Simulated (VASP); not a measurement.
# BiTe (R-3m) in VASP: further runs

One crystal, BiTe, is run at these levels: PBE; tasks: single point.

Everything below comes from runs of VASP 6.6.1. Logs are shortened: lines on timing, memory, paths and dates and some standing lists are left out, and cuts for length are marked.

**1. Starting point**

Symmetry: R-3m, No. 166, trigonal system. Conventional cell: a = 4.845 Å, b = 4.845 Å, c = 9.952 Å, α = 90.00°, β = 90.00°, γ = 120.00°. Bi (site symmetry -3m) has 6 Te at 3.25 Å as nearest neighbours. Te (site symmetry -3m) has 6 Bi at 3.25 Å as nearest neighbours.

The cell comes from a database or a generator and needn't be the stable form of this composition.

**2. Single point, PBE**

INCAR

```
PREC = Accurate
ENCUT = 700
EDIFF = 1E-7
ISMEAR = 0
SIGMA = 0.05
LREAL = F
LASPH = T
NELM = 100
ALGO = Normal
ISIF = 2
LWAVE = F
LCHARG = F
GGA = PE
NBANDS = 18
ADDGRID = F
```

KPOINTS

```
Automatic mesh
0
Gamma
  3 3 3
```

POSCAR

```
BiTe
1.0
    2.4227077728      1.3987509848      3.3172919545
   -2.4227077728      1.3987509848      3.3172919545
    0.0000000000     -2.7975019696      3.3172919545
Bi Te
1 1
Direct
    0.5120250000      0.5038480000      0.5048510000
   -0.0040940000     -0.0152210000     -0.0035880000
```

Potentials or basis: VASP PAW PBE potentials, release 64 (Bi_d, Te).

Command:

```console
$ cat potpaw_PBE.64/Bi_d/POTCAR potpaw_PBE.64/Te/POTCAR > POTCAR
$ mpirun -np 1 vasp_std > vasp.out
```

OUTCAR:

```text
PREC = Accurate
   ENCUT = 700
   EDIFF = 1E-7
   ISMEAR = 0
   LREAL = F
   LASPH = T
   NELM = 100
   ISIF = 2
   GGA = PE

 Found     14 irreducible k-points:

 Following reciprocal coordinates:
            Coordinates               Weight
  0.000000  0.000000  0.000000      1.000000
  0.333333 -0.000000  0.000000      2.000000
 -0.000000  0.333333  0.000000      2.000000
  0.000000  0.000000  0.333333      2.000000
  0.333333  0.333333  0.000000      2.000000
 -0.333333  0.000000 -0.333333      2.000000
   k-points           NKPTS =     14   k-points in BZ     NKDIM =     14   number of bands    NBANDS=     18
   number of dos      NEDOS =    301   number of ions     NIONS =      2
   total plane-waves  NPLWV =  64000
   dimension x,y,z NGX =    40 NGY =   40 NGZ =   40
   dimension x,y,z NGXF=    80 NGYF=   80 NGZF=   80
   ions per type =               1   1
   NGX,Y,Z   is equivalent  to a cutoff of  15.32, 15.32, 15.32 a.u.
   NGXF,Y,Z  is equivalent  to a cutoff of  30.65, 30.65, 30.65 a.u.
 SYSTEM =  unknown system
   PREC   = accura    normal or accurate (medium, high low for compatibility)
   ISTART =      0    job   : 0-new  1-cont  2-samecut
   ICHARG =      2    charge: 1-file 2-atom 10-const
   ISPIN  =      1    spin polarized calculation?
   LNONCOLLINEAR =      F non collinear calculations
   LSORBIT =      F    spin-orbit coupling
   LASPH  =      T    aspherical Exc in radial PAW
   ENCUT  =  700.0 eV  51.45 Ry    7.17 a.u.   9.36  9.36  9.36*2*pi/ulx,y,z
   NELM   =    100;   NELMIN=  2; NELMDL= -5     # of ELM steps
   EDIFF  = 0.1E-06   stopping-criterion for ELM
[... 30 lines left out ...]
 non-spin polarized calculation
 Gauss-broadening in eV      SIGMA  =   0.05
  energy-cutoff  :      700.00
  volume of cell :       67.45
 maximum number of plane-waves:      2842
 NGX is ok and might be reduce to    40
   NGX = 19   NGY = 19   NGZ = 19

 number of electron      21.0000000 magnetization

 Free energy of the ion-electron system (eV)
  ---------------------------------------------------
  ext. energy  EPLUGINS =         0.00000000
  ---------------------------------------------------
  free energy    TOTEN  =        -7.11596624 eV

  energy without entropy =       -7.11110403  energy(sigma->0) =       -7.11353514

 E-fermi :   6.9079     XC(G=0):  -9.4828

 val. band max:        6.4492130034   @ k =  -0.0000   0.3333   0.0000
 cond. band min:       6.9211787613   @ k =   0.0000   0.0000   0.3333
 fundamental gap:      0.4719657579
 Fermi energy:         6.9078591547

 k-point     1 :       0.0000    0.0000    0.0000
  band No.  band energies     occupation
      1     -16.5847      2.00000
      2     -16.5841      2.00000
      3     -16.5522      2.00000
      4     -16.5453      2.00000
      5     -16.5253      2.00000
      6      -6.8371      2.00000
[... 10 lines left out ...]
     17      13.3363      0.00000
     18      13.5603      0.00000

 k-point     2 :       0.3333   -0.0000    0.0000
  band No.  band energies     occupation
      1     -16.5846      2.00000
      2     -16.5833      2.00000
      3     -16.5541      2.00000
      4     -16.5413      2.00000
      5     -16.5233      2.00000
      6      -5.9131      2.00000
[... 10 lines left out ...]
     17      15.4160      0.00000
     18      16.3536      0.00000

 k-point     3 :      -0.0000    0.3333    0.0000
  band No.  band energies     occupation
      1     -16.5846      2.00000
      2     -16.5833      2.00000
      3     -16.5547      2.00000
      4     -16.5406      2.00000
      5     -16.5234      2.00000
      6      -5.9152      2.00000
[... 10 lines left out ...]
     17      15.4233      0.00000
     18      16.3558      0.00000

 k-point     4 :       0.0000    0.0000    0.3333
  band No.  band energies     occupation
      1     -16.5853      2.00000
      2     -16.5827      2.00000
      3     -16.5490      2.00000
      4     -16.5466      2.00000
      5     -16.5229      2.00000
      6      -5.9100      2.00000
[... 10 lines left out ...]
     17      15.4026      0.00000
     18      16.3492      0.00000

 k-point     5 :       0.3333    0.3333    0.0000
  band No.  band energies     occupation
      1     -16.5901      2.00000
      2     -16.5806      2.00000
      3     -16.5540      2.00000
      4     -16.5341      2.00000
      5     -16.5245      2.00000
      6      -5.6558      2.00000
[... 10 lines left out ...]
     17      14.9658      0.00000
     18      15.3499      0.00000

 k-point     6 :      -0.3333    0.0000   -0.3333
  band No.  band energies     occupation
      1     -16.5895      2.00000
      2     -16.5815      2.00000
      3     -16.5504      2.00000
      4     -16.5387      2.00000
      5     -16.5232      2.00000
      6      -5.6630      2.00000
[... 10 lines left out ...]
     17      15.0053      0.00000
     18      15.3580      0.00000

 [... further k-points ...]
[... 5 lines left out ...]
  --------------------------------------------------------------------------------------
  -------------------------------------------------------------------------------------
  Total       -0.0917508     -0.1713261      0.4359503     -0.0049738     -0.0211046      0.0036380
  in kB       -2.1794361     -4.0696554     10.3555025     -0.1181462     -0.5013150      0.0864170
  external PRESSURE =       1.3688036 kB  Pullay stress =       0.0000000 kB

 VOLUME and BASIS-vectors are now :
 -----------------------------------------------------------------------------
  energy-cutoff  :      700.00
  volume of cell :       67.45
      direct lattice vectors                 reciprocal lattice vectors
     2.422707773  1.398750985  3.317291954     0.206380648  0.119153923  0.100483568
    -2.422707773  1.398750985  3.317291954    -0.206380648  0.119153923  0.100483568
     0.000000000 -2.797501970  3.317291954     0.000000000 -0.238307845  0.100483568

 POSITION                                       TOTAL-FORCE (eV/Angst)
 -----------------------------------------------------------------------------------
      0.01981      0.00863      5.04469         0.014837     -0.042042     -0.183464
      0.02696     -0.01698      9.87590        -0.014837      0.042042      0.183464
 -----------------------------------------------------------------------------------
    total drift:                               -0.000005     -0.000038     -0.000246

  FREE ENERGIE OF THE ION-ELECTRON SYSTEM (eV)
  ---------------------------------------------------
  free  energy   TOTEN  =        -7.1159662412 eV

  energy  without entropy=       -7.1111040302  energy(sigma->0) =       -7.11353514
```

OSZICAR:

```text
N       E                     dE             d eps       ncg     rms          rms(c)
DAV:   1     0.169200806040E+03    0.16920E+03   -0.11458E+04   504   0.138E+03
DAV:   2     0.630838509954E+01   -0.16289E+03   -0.15909E+03   546   0.341E+02
DAV:   3    -0.675916048467E+01   -0.13068E+02   -0.12962E+02   630   0.951E+01
DAV:   4    -0.714206611823E+01   -0.38291E+00   -0.38186E+00   616   0.168E+01
DAV:   5    -0.715565260906E+01   -0.13586E-01   -0.13586E-01   684   0.298E+00    0.595E+00
DAV:   6    -0.711296480224E+01    0.42688E-01   -0.14115E-01   676   0.224E+00    0.367E+00
DAV:   7    -0.711602536257E+01   -0.30606E-02   -0.35093E-02   614   0.989E-01    0.733E-01
DAV:   8    -0.711585371500E+01    0.17165E-03   -0.52578E-03   642   0.479E-01    0.155E-01
DAV:   9    -0.711596488899E+01   -0.11117E-03   -0.51866E-04   566   0.136E-01    0.469E-02
DAV:  10    -0.711596631545E+01   -0.14265E-05   -0.25864E-05   664   0.320E-02    0.275E-02
DAV:  11    -0.711596654669E+01   -0.23124E-06   -0.13966E-05   626   0.304E-02    0.519E-03
DAV:  12    -0.711596636524E+01    0.18145E-06   -0.23352E-06   666   0.127E-02    0.308E-03
DAV:  13    -0.711596624422E+01    0.12102E-06   -0.18957E-07   510   0.311E-03    0.990E-04
DAV:  14    -0.711596624117E+01    0.30445E-08   -0.17018E-08   304   0.104E-03
   1 F= -.71159662E+01 E0= -.71135351E+01  d E =-.486221E-02
```

Run time: 23 s. Hardware: 1 thread of Intel Xeon 6975P-C (Granite Rapids), shared host; peak memory 0.23 GiB.

The run converged, but some of its settings lie outside the range that counts as converged, so its numbers aren't taken as properties of the crystal.

Results:

- Free energy: -7.1160 eV
- Pressure: 0.1 GPa
- Largest force: 0.189 eV/Å
- Band gap on the k mesh: none (metal or under the smearing width)

Caveat: the k mesh is coarse (spacing up to 0.54 Å⁻¹), so the values aren't converged; spin-orbit coupling is left out, which moves the levels of the heavy elements.

**3. Single point, PBE**

INCAR: that of step 2 with these lines changed.

```diff
@@ -1,3 +1,3 @@
 PREC = Accurate
-ENCUT = 700
+ENCUT = 400
 EDIFF = 1E-7
```

KPOINTS

```
Automatic mesh
0
Gamma
  4 4 4
```

POSCAR

```
BiTe
1.0
    2.4227077728      1.3987509848      3.3172919545
   -2.4227077728      1.3987509848      3.3172919545
    0.0000000000     -2.7975019696      3.3172919545
Bi Te
1 1
Direct
    0.5000000000      0.5000000000      0.5000000000
    0.0000000000      0.0000000000      0.0000000000
```

Potentials or basis: VASP PAW PBE potentials, release 64 (Bi_d, Te).

Command:

```console
$ cat potpaw_PBE.64/Bi_d/POTCAR potpaw_PBE.64/Te/POTCAR > POTCAR
$ mpirun -np 1 vasp_std > vasp.out
```

Run time: 7.7 s. Hardware: 1 thread of Intel Xeon 6975P-C (Granite Rapids), shared host; peak memory 0.15 GiB.

The run converged, but some of its settings lie outside the range that counts as converged, so its numbers aren't taken as properties of the crystal.

What came out:

* Free energy: -7.2144 eV
* Pressure: -0.1 GPa
* Band gap on the k mesh: none (metal or under the smearing width)

Caveat: the k mesh is coarse (spacing up to 0.41 Å⁻¹), so the values aren't converged; spin-orbit coupling is left out, which moves the levels of the heavy elements.

**4. Single point, PBE**

INCAR is that of step 3.

KPOINTS is that of step 3.

POSCAR

```
BiTe
1.0
    2.4227077728      1.3987509848      3.3172919545
   -2.4227077728      1.3987509848      3.3172919545
    0.0000000000     -2.7975019696      3.3172919545
Bi Te
1 1
Direct
    0.5120250000      0.5038480000      0.5048510000
   -0.0040940000     -0.0152210000     -0.0035880000
```

Potentials or basis: VASP PAW PBE potentials, release 64 (Bi_d, Te).

Command:

```console
$ cat potpaw_PBE.64/Bi_d/POTCAR potpaw_PBE.64/Te/POTCAR > POTCAR
$ mpirun -np 1 vasp_std > vasp.out
```

OUTCAR:

```text
PREC = Accurate
   ENCUT = 400
   EDIFF = 1E-7
   ISMEAR = 0
   LREAL = F
   LASPH = T
   NELM = 100
   ISIF = 2
   GGA = PE

 Found     36 irreducible k-points:

 Following reciprocal coordinates:
            Coordinates               Weight
  0.000000  0.000000  0.000000      1.000000
  0.250000 -0.000000  0.000000      2.000000
 -0.000000  0.250000  0.000000      2.000000
  0.000000  0.000000  0.250000      2.000000
  0.500000 -0.000000  0.000000      1.000000
 -0.000000  0.500000  0.000000      1.000000
   k-points           NKPTS =     36   k-points in BZ     NKDIM =     36   number of bands    NBANDS=     18
   number of dos      NEDOS =    301   number of ions     NIONS =      2
   total plane-waves  NPLWV =  21952
   dimension x,y,z NGX =    28 NGY =   28 NGZ =   28
   dimension x,y,z NGXF=    56 NGYF=   56 NGZF=   56
   ions per type =               1   1
   NGX,Y,Z   is equivalent  to a cutoff of  10.73, 10.73, 10.73 a.u.
   NGXF,Y,Z  is equivalent  to a cutoff of  21.45, 21.45, 21.45 a.u.
 SYSTEM =  unknown system
   PREC   = accura    normal or accurate (medium, high low for compatibility)
   ISTART =      0    job   : 0-new  1-cont  2-samecut
   ICHARG =      2    charge: 1-file 2-atom 10-const
   ISPIN  =      1    spin polarized calculation?
   LNONCOLLINEAR =      F non collinear calculations
   LSORBIT =      F    spin-orbit coupling
   LASPH  =      T    aspherical Exc in radial PAW
   ENCUT  =  400.0 eV  29.40 Ry    5.42 a.u.   7.08  7.08  7.08*2*pi/ulx,y,z
   NELM   =    100;   NELMIN=  2; NELMDL= -5     # of ELM steps
   EDIFF  = 0.1E-06   stopping-criterion for ELM
[... 30 lines left out ...]
 non-spin polarized calculation
 Gauss-broadening in eV      SIGMA  =   0.05
  energy-cutoff  :      400.00
  volume of cell :       67.45
 maximum number of plane-waves:      1240
   NGX = 15   NGY = 15   NGZ = 15

 number of electron      21.0000002 magnetization

 Free energy of the ion-electron system (eV)
  ---------------------------------------------------
  ext. energy  EPLUGINS =         0.00000000
  ---------------------------------------------------
  free energy    TOTEN  =        -7.18604810 eV

  energy without entropy =       -7.18314293  energy(sigma->0) =       -7.18459552

 E-fermi :   6.8075     XC(G=0):  -9.4688

 val. band max:        6.7963975509   @ k =  -0.2500   0.2500   0.0000
 cond. band min:       6.8129850885   @ k =   0.0000  -0.2500   0.2500
 fundamental gap:      0.0165875376
 Fermi energy:         6.8074903364

 k-point     1 :       0.0000    0.0000    0.0000
  band No.  band energies     occupation
      1     -16.5296      2.00000
      2     -16.5286      2.00000
      3     -16.5182      2.00000
      4     -16.5157      2.00000
      5     -16.5038      2.00000
      6      -6.8192      2.00000
[... 10 lines left out ...]
     17      13.3425      0.00000
     18      13.5691      0.00000

 k-point     2 :       0.2500   -0.0000    0.0000
  band No.  band energies     occupation
      1     -16.5291      2.00000
      2     -16.5279      2.00000
      3     -16.5195      2.00000
      4     -16.5135      2.00000
      5     -16.5024      2.00000
      6      -6.2928      2.00000
[... 10 lines left out ...]
     17      15.1085      0.00000
     18      15.7128      0.00000

 k-point     3 :      -0.0000    0.2500    0.0000
  band No.  band energies     occupation
      1     -16.5289      2.00000
      2     -16.5280      2.00000
      3     -16.5198      2.00000
      4     -16.5131      2.00000
      5     -16.5026      2.00000
      6      -6.2938      2.00000
[... 10 lines left out ...]
     17      15.1125      0.00000
     18      15.7180      0.00000

 k-point     4 :       0.0000    0.0000    0.2500
  band No.  band energies     occupation
      1     -16.5292      2.00000
      2     -16.5279      2.00000
      3     -16.5188      2.00000
      4     -16.5148      2.00000
      5     -16.5016      2.00000
      6      -6.2914      2.00000
[... 10 lines left out ...]
     17      15.0993      0.00000
     18      15.7005      0.00000

 k-point     5 :       0.5000   -0.0000    0.0000
  band No.  band energies     occupation
      1     -16.5301      2.00000
      2     -16.5272      2.00000
      3     -16.5210      2.00000
      4     -16.5113      2.00000
      5     -16.4993      2.00000
      6      -4.9667      2.00000
[... 10 lines left out ...]
     17      14.5194      0.00000
     18      17.2931      0.00000

 k-point     6 :      -0.0000    0.5000    0.0000
  band No.  band energies     occupation
      1     -16.5299      2.00000
      2     -16.5278      2.00000
      3     -16.5207      2.00000
      4     -16.5109      2.00000
      5     -16.4997      2.00000
      6      -4.9896      2.00000
[... 10 lines left out ...]
     17      14.5235      0.00000
     18      17.2951      0.00000

 [... further k-points ...]
[... 5 lines left out ...]
  --------------------------------------------------------------------------------------
  -------------------------------------------------------------------------------------
  Total       -0.0463620      0.1210349      0.1189051      0.0218159      0.0064333     -0.0006712
  in kB       -1.1012770      2.8750471      2.8244557      0.5182116      0.1528166     -0.0159437
  external PRESSURE =       1.5327419 kB  Pullay stress =       0.0000000 kB

 VOLUME and BASIS-vectors are now :
 -----------------------------------------------------------------------------
  energy-cutoff  :      400.00
  volume of cell :       67.45
      direct lattice vectors                 reciprocal lattice vectors
     2.422707773  1.398750985  3.317291954     0.206380648  0.119153923  0.100483568
    -2.422707773  1.398750985  3.317291954    -0.206380648  0.119153923  0.100483568
     0.000000000 -2.797501970  3.317291954     0.000000000 -0.238307845  0.100483568

 POSITION                                       TOTAL-FORCE (eV/Angst)
 -----------------------------------------------------------------------------------
      0.01981      0.00863      5.04469         0.015625     -0.059805     -0.387386
      0.02696     -0.01698      9.87590        -0.015625      0.059805      0.387386
 -----------------------------------------------------------------------------------
    total drift:                               -0.001144     -0.000644     -0.000388

  FREE ENERGIE OF THE ION-ELECTRON SYSTEM (eV)
  ---------------------------------------------------
  free  energy   TOTEN  =        -7.1860481044 eV

  energy  without entropy=       -7.1831429322  energy(sigma->0) =       -7.18459552
```

OSZICAR:

```text
N       E                     dE             d eps       ncg     rms          rms(c)
DAV:   1     0.143321742001E+03    0.14332E+03   -0.87335E+03  1312   0.939E+02
DAV:   2     0.337809570925E+01   -0.13994E+03   -0.13654E+03  1398   0.273E+02
DAV:   3    -0.694509132295E+01   -0.10323E+02   -0.10258E+02  1580   0.814E+01
DAV:   4    -0.721410367869E+01   -0.26901E+00   -0.26888E+00  1630   0.146E+01
DAV:   5    -0.722344143133E+01   -0.93378E-02   -0.93370E-02  1678   0.241E+00    0.588E+00
DAV:   6    -0.718177960205E+01    0.41662E-01   -0.15361E-01  1822   0.216E+00    0.335E+00
DAV:   7    -0.718560688864E+01   -0.38273E-02   -0.30983E-02  1510   0.888E-01    0.786E-01
DAV:   8    -0.718592954090E+01   -0.32265E-03   -0.40301E-03  1522   0.430E-01    0.112E-01
DAV:   9    -0.718603686675E+01   -0.10733E-03   -0.42366E-04  1502   0.123E-01    0.328E-02
DAV:  10    -0.718604521555E+01   -0.83488E-05   -0.24510E-05  1692   0.310E-02    0.226E-02
DAV:  11    -0.718604859366E+01   -0.33781E-05   -0.10849E-05  1450   0.254E-02    0.434E-03
DAV:  12    -0.718604815308E+01    0.44057E-06   -0.10890E-06  1616   0.881E-03    0.242E-03
DAV:  13    -0.718604805093E+01    0.10215E-06   -0.20793E-07  1362   0.330E-03    0.115E-03
DAV:  14    -0.718604810440E+01   -0.53466E-07   -0.15149E-08   752   0.699E-04
   1 F= -.71860481E+01 E0= -.71845955E+01  d E =-.290517E-02
```

stdout:

```text
POSCAR found type information on POSCAR BiTe
 POSCAR found :  2 types and       2 ions
 scaLAPACK will be used
 LDA part: xc-table for (Slater+PW92), standard interpolation
 POSCAR, INCAR and KPOINTS ok, starting setup
 FFT: planning ... GRIDC
 FFT: planning ... GRID_SOFT
 FFT: planning ... GRID
 WAVECAR not read
 entering main loop
```

Wall time 16 s (1 thread of Intel Xeon 6975P-C (Granite Rapids), shared host); peak memory 0.17 GiB.

These settings aren't checked as converged: the numbers below hold their error.

Results:

```
Free energy            : -7.1860 eV
Pressure               : 0.2 GPa
Largest force          : 0.392 eV/Å
Band gap on the k mesh : none (metal or under the smearing width)
```

Caveat: the k mesh is coarse (spacing up to 0.41 Å⁻¹), so the values aren't converged; spin-orbit coupling is left out, which moves the levels of the heavy elements.

**5. Single point, PBE**

INCAR: that of step 4 with these lines changed.

```diff
@@ -1,3 +1,3 @@
 PREC = Accurate
-ENCUT = 400
+ENCUT = 450
 EDIFF = 1E-7
```

KPOINTS is that of step 4.

POSCAR

```
BiTe
1.0
    2.4227077728      1.3987509848      3.3172919545
   -2.4227077728      1.3987509848      3.3172919545
    0.0000000000     -2.7975019696      3.3172919545
Bi Te
1 1
Direct
    0.5000000000      0.5000000000      0.5000000000
    0.0000000000      0.0000000000      0.0000000000
```

Command:

```console
$ cat potpaw_PBE.64/Bi_d/POTCAR potpaw_PBE.64/Te/POTCAR > POTCAR
$ mpirun -np 1 vasp_std > vasp.out
```

It took 12 s on 1 thread of Intel Xeon 6975P-C (Granite Rapids), shared host; peak memory 0.16 GiB.

These settings aren't checked as converged: the numbers below hold their error.

What came out:

| Quantity | Value |
| --- | --- |
| Free energy | -7.2148 eV |
| Pressure | 0.0 GPa |
| Band gap on the k mesh | none (metal or under the smearing width) |

Caveat: the k mesh is coarse (spacing up to 0.41 Å⁻¹), so the values aren't converged; spin-orbit coupling is left out, which moves the levels of the heavy elements.
